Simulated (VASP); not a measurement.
Set up this calculation in VASP 6.6.1, as an ASE script.

| Quantity | Value |
| --- | --- |
| Task | single point |
| Functional | PBE |
| Potentials or basis | VASP PAW PBE potentials, release 64 (In, As) |
| Cutoff | 500 eV |
| k mesh | 8 × 8 × 8 |
| Occupations | gaussian, width 0.1 eV |
| Spin | no spin polarisation |
| Further INCAR settings | ALGO = Normal; EDIFF = 1.00e-06; NBANDS = 11 |

InAs:

```
In As
1.0
     0.00000    3.01800    3.01800
     3.01800    0.00000    3.01800
     3.01800    3.01800    0.00000
In As
1 1
Direct
  0.00000 0.00000 0.00000
  0.75000 0.75000 0.75000
```

The input as run:

run.py

```python
from ase import Atoms
from ase.calculators.vasp import Vasp
from ase.dft.bandgap import bandgap

atoms = Atoms(
    ['In', 'As'],
    cell=[[0.0, 3.018, 3.018], [3.018, 0.0, 3.018], [3.018, 3.018, 0.0]],
    scaled_positions=[[0.0, 0.0, 0.0], [0.75, 0.75, 0.75]],
    pbc=True,
)
calc = Vasp(
    directory='calc',
    xc='pbe',
    pp='PBE',
    setups='minimal',
    prec='Accurate',
    encut=500,
    ediff=1e-06,
    ismear=0,
    sigma=0.1,
    lreal=False,
    lasph=True,
    nelm=80,
    algo='Normal',
    isif=2,
    lwave=False,
    lcharg=False,
    kpts=[8, 8, 8],
    gamma=True,
    nbands=11,
)
atoms.calc = calc

print('energy (eV):', atoms.get_potential_energy())
print('free energy (eV):', atoms.get_potential_energy(force_consistent=True))
print('forces (eV/A):')
print(atoms.get_forces())
print('stress (eV/A^3, Voigt):', atoms.get_stress())
print('Fermi level (eV):', calc.get_fermi_level())
gap, top, bottom = bandgap(calc)
print('band gap (eV):', gap, 'from (spin, k, band)', top, 'to', bottom)
```

Potentials or basis: VASP PAW PBE potentials, release 64 (In, As).

Command:

```bash
$ python run.py
```

Results of the run:

The pressure is 5.2 GPa and the band gap on the k mesh is none (metal or under the smearing width).

Caveat: this crystal is a semiconductor, whose small gap the functional closes, so the metal is an error of the method.

Wall time 16 s on 1 thread of Intel(R) Xeon(R) Platinum 8488C (Sapphire Rapids), with other jobs on the host, peak memory 0.18 GiB.
